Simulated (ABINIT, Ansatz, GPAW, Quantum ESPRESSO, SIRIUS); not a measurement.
## Sb: 5 runs at one level of theory

```xyz
1
Lattice="0.0000 2.3712 2.3712 2.3712 0.0000 2.3712 2.3712 2.3712 0.0000" Properties=species:S:1:pos:R:3 pbc="T T T"
Sb    0.0000    0.0000    0.0000
```

This isn't the form of Sb at room conditions, which is rhombohedral.

Alike in all runs: task single point; functional PBEsol; k mesh 10 × 10 × 10; occupations fermi-dirac, width 0.05 eV; no spin polarisation; no spin-orbit coupling. Pressure is positive in compression and, in plane waves, holds the error of the finite cutoff.

```csv
program and potentials,plane-wave cutoff (eV),notes,band gap (eV),pressure (GPa)
"GPAW, PAW data sets generated for this functional",600,-,no gap,-1.54
"ABINIT, PseudoDojo NC SR PBEsol v0.4.1 standard",1088,-,no gap,-1.21
"Ansatz, all-electron LAPW, scalar-relativistic",-,-,no gap,-1.19
"Quantum ESPRESSO, GBRV 1.5 PBEsol",612,-,no gap,-1.34
"SIRIUS, PseudoDojo 0.4.1 PBEsol standard (scalar relativistic)",1102,-,?,?
```

Task: Estimate from the other rows what the run with SIRIUS, PseudoDojo 0.4.1 PBEsol standard (scalar relativistic) gave.

Result: No band gap; pressure -1.18 GPa. The other rows, which needn't bracket it: pressure -1.54 to -1.19.
